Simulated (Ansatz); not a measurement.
A 4-atom cell of N (P4_2/mnm) from a materials database, relaxed with r2SCAN+rVV10, was run in the PAW code Ansatz under altered settings. All numbers are computed, without spin polarisation but where a row says otherwise.

```
N
1.0
     3.96098    0.00000    0.00000
     0.00000    3.96098    0.00000
     0.00000    0.00000    5.13318
N
4
Direct
  0.90241 0.90241 0.00000
  0.59759 0.40241 0.50000
  0.09759 0.09759 0.00000
  0.40241 0.59759 0.50000
```

The base run's other keys:
```yaml
kpoints:
  mp_grid: { grid: [4, 4, 2] }
hamiltonian:
  xc: hse06
scf:
  occupations: { method: fixed }
  n_extra_bands: 5
```

It takes 12 iterations with 1593 plane waves at 420 eV and 12 k points, and leaves a mean stress of -0.25 GPa. The gap over this mesh is 9.121 eV. It ran on 4 threads of Arm Neoverse N1 (shared host).

Outcomes, with energy and stress as changes against the base:
```tsv
setting	outcome	ΔF (meV/atom)	Δ mean stress (GPa)	gap on the mesh (eV)	iterations	wall time
PBE hybrid, exx coeff 0.35, omega 0.3 1/Å	converged	–	-1.1	9.596	13	11 s
PBE hybrid, exx coeff 0.2, omega 0.1 1/Å	converged	–	+0.6	8.990	11	9.9 s
scf.n_extra_bands: 1	converged	0.0	0.0	9.121	12	10 s
```
A dash marks a value that wasn't obtained or can't be compared. Stress is positive in compression. The base took 11 s. The base's mesh is coarse for a hybrid, so its own values aren't converged.

- PBE hybrid, exx coeff 0.35, omega 0.3 1/Å. That is 35 % exact exchange, screened with ω = 0.3 1/Å, against HSE06's 25 % screened at 0.208 1/Å. The mean stress moves by -1.1 GPa and the gap on the mesh by +0.475 eV (to 9.596). Totals of different functionals aren't comparable.
- PBE hybrid, exx coeff 0.2, omega 0.1 1/Å. That is 20 % exact exchange, screened with ω = 0.1 1/Å, against HSE06's 25 % screened at 0.208 1/Å. The mean stress moves by +0.6 GPa and the gap on the mesh by -0.131 eV (to 8.990). Totals of different functionals aren't comparable. The program warns that on this mesh the truncation of the exchange isn't bounded, so part of the change can be an error of the mesh.

Within 1 meV an atom, 0.1 GPa and 0.005 eV of the base stay: scf.n_extra_bands: 1.

The program warns that its thresholds are loose for a hybrid's stress.

The meshes of the hybrids are coarse, so their gaps aren't converged to the digits shown.
